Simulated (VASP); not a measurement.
A run of VASP 6.6.1 is set up as follows.

The input INCAR:

```
PREC = Accurate ; ENCUT = 600
EDIFF = 1E-7 ; ISMEAR = 0
SIGMA = 0.1 ; LREAL = False
LASPH = True ; NELM = 100
ALGO = Normal ; ISIF = 3
LWAVE = False ; LCHARG = False
GGA = PE ; IBRION = 2
NSW = 90 ; EDIFFG = -0.04
```

KPOINTS

```
Automatic mesh
0
Gamma
  4 4 4
```

Contents of POSCAR:

```
Sn
1.0
    5.4820452168      0.0000000000      0.0000000000
    0.0000000000      5.4820452168      0.0000000000
    0.0000000000      0.0000000000      5.4820452168
Sn
4
Direct
    0.0300000000      0.0300000000      0.0300000000
    0.4700000000      0.9700000000      0.5300000000
    0.5300000000      0.4700000000      0.9700000000
    0.9700000000      0.5300000000      0.4700000000
```

Potentials or basis: VASP PAW PBE potentials, release 64 (Sn_d).

Launch:

```console
$ cat potpaw_PBE.64/Sn_d/POTCAR > POTCAR
$ mpirun -np 1 vasp_std > vasp.out
```

**Question.** Predict the space group after relaxing (to 0.05 Å).

**Answer.** P2_13 (No. 198).

**Question.** Predict the relaxed volume.

**Answer.** 28.19 Å³/atom.

**Question.** Estimate the band gap on the k mesh.

**Answer.** None (metal or under the smearing width).

Forces on the atoms (eV/Å):
```
Sn  -0.021 -0.021 -0.021
Sn   0.021  0.021 -0.021
Sn  -0.021  0.021  0.021
Sn   0.021 -0.021  0.021
```

Caveat: the volume moved by over 15 % at a fixed basis, so the end points are rough.
